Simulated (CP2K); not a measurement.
The system is PtS2.

```xyz
3
Lattice="3.5432 0.0000 0.0000 -1.7716 3.0685 0.0000 0.0000 0.0000 5.0388" Properties=species:S:1:pos:R:3 pbc="T T T"
Pt    0.0000    0.0000    0.0000
S     1.7716    1.0228    3.8950
S     0.0000    2.0457    1.1438
```

Base run:

| Property | Result |
| --- | --- |
| Program | CP2K 2026.2 |
| Functional | rev-vdW-DF2 |
| Potentials or basis | POTENTIAL_UZH Pt GTH-PBE-q18, S GTH-PBE-q6; TZVP-MOLOPT-PBE-GTH basis |
| Density cutoff | 9184 eV |
| k mesh | 9 × 9 × 5 |
| Occupations | fermi-dirac, width 0.05 eV |
| Spin | no spin polarisation |

Its results: band gap on the k mesh 0.99 eV, indirect (least direct gap 1.05 eV); pressure 11.4 GPa; largest force 1.642 eV/Å.

Question: The run is repeated on the same cell with these changes: functional from rev-vdW-DF2 to HLE17. What comes out?

Answer: Band gap on the k mesh 1.20 eV, indirect (least direct gap 1.35 eV); pressure 3.0 GPa; largest force 0.470 eV/Å.

Caveats: the potentials were made for another functional, which shifts forces and pressure; spin-orbit coupling is left out, which moves the levels of the heavy elements; the basis of atomic orbitals isn't converged, which shifts pressures, moduli and gaps; the potentials were made for a functional far from this one (some runs).

A k mesh can miss the band edges.
